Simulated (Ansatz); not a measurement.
The system is Ga.

```
CELL_PARAMETERS angstrom
1.38300 -4.02650 0.00000
1.38300 4.02650 0.00000
-0.11745 0.00000 3.32993
ATOMIC_POSITIONS crystal
Ga 0.13100 0.86900 0.75000
Ga 0.86900 0.13100 0.25000
```

This isn't the form of Ga at room conditions, which is orthorhombic.

| Quantity | Value |
| --- | --- |
| Program | Ansatz 0.2.0 |
| Task | relaxation of cell and atoms |
| Functional | PBEsol |
| Dispersion | D4 |
| Potentials or basis | Ansatz PAW |
| Cutoff | 420 eV (not typed: the program's choice for these potentials) |
| k mesh | 10 × 10 × 8 |
| Occupations | fermi-dirac, width 0.05 eV |
| Spin | no spin polarisation |

At the start: volume 18.54 Å³/atom.

**Question.** How do energy, volume and symmetry change on relaxing?

**Answer.** It ends after 8 steps and the volume is 17.22 Å³/atom (-7.1 %); space group C2/c (No. 15, to 0.05 Å).

The path:
```
step  energy change (eV)  largest force (eV/Å)  volume (Å³)
   1              0.0000                0.1976        37.09
   2             -0.0485                0.1148        33.99
   3             -0.0538                0.0127        34.33
   4             -0.0542                0.0573        34.39
   5             -0.0555                0.0018        34.45
   6             -0.0556                0.0023        34.45
   7             -0.0556                0.0010        34.44
   8             -0.0549                0.0009        34.44
```

Final structure:
```
Ga
1.0
     1.38492   -3.98065    0.00953
     1.38492    3.98065    0.00953
    -0.09467    0.00000    3.12281
Ga
2
Direct
  0.13469 0.86531 0.75000
  0.86531 0.13469 0.25000
```

Caveat: the plane-wave basis is chosen anew once the cell has moved, so the energies of steps on either side of that aren't comparable; pairwise dispersion overbinds metals, which lowers pressure and volume; the PAW data sets come from PBE, with cores solved anew for the run's functional, which leaves a small shift of forces and pressure.
